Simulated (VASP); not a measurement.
CdO, 2 atoms in the cell. The structure is cubic, space group Fm-3m (No. 225). Conventional cell: a = 4.782 Å, b = 4.782 Å, c = 4.782 Å, α = 90.00°, β = 90.00°, γ = 90.00°. Around Cd (site symmetry m-3m) lie 6 O at 2.39 Å. O (site symmetry m-3m) is surrounded by 6 Cd at 2.39 Å. 

| Property | Result |
| --- | --- |
| Program | VASP 6.6.1 |
| Task | relaxation of cell and atoms |
| Functional | PBE |
| Potentials or basis | VASP PAW PBE potentials, release 64 (Cd, O) |
| Cutoff | 520 eV |
| k mesh | 12 × 12 × 12 |
| Occupations | gaussian, width 0.02 eV |
| Spin | no spin polarisation |
| Further INCAR settings | ALGO = Normal; EDIFF = 1e-07; AMIX = 0.2; IBRION = 2; EDIFFG = -0.002; NSW = 80; ISIF = 3 |

Potentials or basis: VASP PAW PBE potentials, release 64 (Cd, O).

The run is started by

```sh
$ cat potpaw_PBE.64/Cd/POTCAR potpaw_PBE.64/O/POTCAR > POTCAR
$ mpirun -np 1 vasp_std > vasp.out
```

Hardware: 1 thread of Intel(R) Xeon(R) Platinum 8375C CPU @ 2.90GHz (Ice Lake), on a shared host.

**Question.** Estimate the wall time of this run.

**Answer.** It took 40 s on 1 thread of Intel(R) Xeon(R) Platinum 8375C CPU @ 2.90GHz (Ice Lake), with other jobs on the host, peak memory 0.17 GiB. Counts: scf iterations 24, k points 72, ion steps 2.
